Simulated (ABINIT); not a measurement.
**Convergence study of shifted k-point meshes for ZnTe (R3m, 2 atoms in the cell)**

```yaml
crystal:
  lattice:
    - [0.00000, 3.04085, 3.04085]
    - [3.04085, 0.00000, 3.04085]
    - [3.04085, 3.04085, 0.00000]
  atoms:
    - { symbol: Zn, position: [0.00475, 0.00475, 0.00475] }
    - { symbol: Te, position: [0.25000, 0.25000, 0.25000] }
```

Level of theory: PBE, PAW (JTH v2.0 PBE PAW) (plane waves; ABINIT).

Base settings: pseudos = [Zn.GGA_PBE-JTH.xml, Te.GGA_PBE-JTH.xml]; ecut = 30 Ha; pawecutdg = 60 Ha; pawxcdev = 0; ixc = 11; occopt = 3; tsmear = 0.00183747 Ha; ngkpt = 3 3 3; nshiftk = 1; shiftk = 0 0 0.

In this ladder: shiftk = 0.5 0.5 0.5.

Only quantities that move along the ladder and can be compared are tabulated.

The count of work is k-points × plane waves × bands × iterations; it is no time. 

The starting cell has typed, rounded lattice constants, without a prior relaxation at this level. Its lattice was rescaled by up to half a per cent. One atom was moved a little off its site on purpose. In the base run, with a pressure of about 4 GPa the cell is away from its equilibrium volume at this level.

Steps (ngkpt): 2 2 2; 3 3 3; 4 4 4; 5 5 5; 6 6 6; 8 8 8; 10 10 10; 12 12 12; 13 13 13; 17 17 17.

Question: What is the coarsest ngkpt that holds the forces within 0.005 eV/Å of the last step, with all finer ones?

Answer: 6 6 6, at 0.066 of the last step's count of work; the step before is off by 0.010 eV/Å.

Question: What is the coarsest ngkpt that holds the pressure within 0.1 GPa of the last step, with all finer ones?

Answer: 3 3 3, at 0.014 of the last step's count of work; the step before is off by 0.38 GPa.

Question: What is the coarsest ngkpt that holds the free energy within 2 meV/atom of the last step, with all finer ones?

Answer: 3 3 3, at 0.014 of the last step's count of work; the step before is off by 30 meV/atom.

| ngkpt | free energy less the last step's (meV/atom) | pressure (GPa) | largest difference of a force vector from the last step's (eV/Å) | count of work / last |
|---|---|---|---|---|
| 2 2 2 | 30.26 | 2.84 | 0.516 | 0.0044 |
| 3 3 3 | 0.98 | 2.50 | 0.118 | 0.014 |
| 4 4 4 | -0.33 | 2.47 | 0.033 | 0.025 |
| 5 5 5 | -0.17 | 2.46 | 0.010 | 0.045 |
| 6 6 6 | -0.06 | 2.46 | 0.003 | 0.066 |
| 8 8 8 | -0.01 | 2.47 | 0.000 | 0.13 |
| 10 10 10 | 0.00 | 2.46 | 0.000 | 0.24 |
| 12 12 12 | 0.00 | 2.47 | 0.000 | 0.40 |
| 13 13 13 | 0.00 | 2.46 | 0.000 | 0.51 |
| 17 17 17 | 0.00 | 2.46 | 0.000 | 1.0 |
